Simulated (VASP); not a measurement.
Write the native input for VASP 6.6.1 that does the following.

```yaml
Task: band structure
Functional: LDA
Potentials_or_basis: VASP PAW LDA potentials, release 64 (Pt)
Cutoff: 520 eV
k_mesh: 12 × 12 × 12
Occupations: fermi-dirac, width 0.05 eV
Spin: no spin polarisation
Further_INCAR_settings: ALGO = Normal; EDIFF = 1e-06
```

The system is Pt.

```
Pt
1.0
    -1.58422    1.58422    1.58422
     1.58422   -1.58422    1.58422
     1.58422    1.58422   -1.58422
Pt
1
Direct
  0.00000 0.00000 0.00000
```

This isn't the form of Pt at room conditions, which is fcc.

These files were run (other wordings do the same):

POSCAR

```
Pt
1.0
   -1.5842200000      1.5842200000      1.5842200000
    1.5842200000     -1.5842200000      1.5842200000
    1.5842200000      1.5842200000     -1.5842200000
Pt
1
Direct
    0.0000000000      0.0000000000      0.0000000000
```

INCAR.step1

```
  PREC = Accurate
  ENCUT = 520
  EDIFF = 1E-6
  ISMEAR = -1
  SIGMA = 0.05
  LREAL = False
  LASPH = True
  NELM = 60
  ALGO = Normal
  ISIF = 2
  LWAVE = False
  LCHARG = True
  LMAXMIX = 4
```

KPOINTS.step1

```
regular mesh
0
Gamma
  12 12 12
```

INCAR.step2

```
  PREC = Accurate
  ENCUT = 520
  EDIFF = 1E-6
  ISMEAR = 0
  SIGMA = 0.05
  LREAL = False
  LASPH = True
  NELM = 60
  ALGO = Normal
  ISIF = 2
  LWAVE = False
  LCHARG = False
  LMAXMIX = 4
  ICHARG = 11
```

KPOINTS.step2

```
path GHNGPH,PN
20
line-mode
reciprocal
 0.0000000000  0.0000000000  0.0000000000  G
 0.5000000000 -0.5000000000  0.5000000000  H

 0.5000000000 -0.5000000000  0.5000000000  H
 0.0000000000  0.0000000000  0.5000000000  N

 0.0000000000  0.0000000000  0.5000000000  N
 0.0000000000  0.0000000000  0.0000000000  G

 0.0000000000  0.0000000000  0.0000000000  G
 0.2500000000  0.2500000000  0.2500000000  P

 0.2500000000  0.2500000000  0.2500000000  P
 0.5000000000 -0.5000000000  0.5000000000  H

 0.2500000000  0.2500000000  0.2500000000  P
 0.0000000000  0.0000000000  0.5000000000  N
```

Potentials or basis: VASP PAW LDA potentials, release 64 (Pt).

Run with:

```sh
$ cat potpaw_LDA.64/Pt/POTCAR > POTCAR
$ cp INCAR.step1 INCAR
$ cp KPOINTS.step1 KPOINTS
$ mpirun -np 1 vasp_std > vasp.out
$ cp INCAR.step2 INCAR
$ cp KPOINTS.step2 KPOINTS
$ mpirun -np 1 vasp_std > vasp.out
```

Results of the run:

```json
{"Band gap along the path": "none (metal or under the smearing width)"}
```

Caveat: the log is that of the step along the path at fixed density, whose energy, stress, charges and moments have no meaning; spin-orbit coupling is left out, which moves the levels of the heavy elements.

Wall time 9.4 s on 1 thread of Intel(R) Xeon(R) 6975P-C (Granite Rapids), on a shared host, peak memory 0.13 GiB.
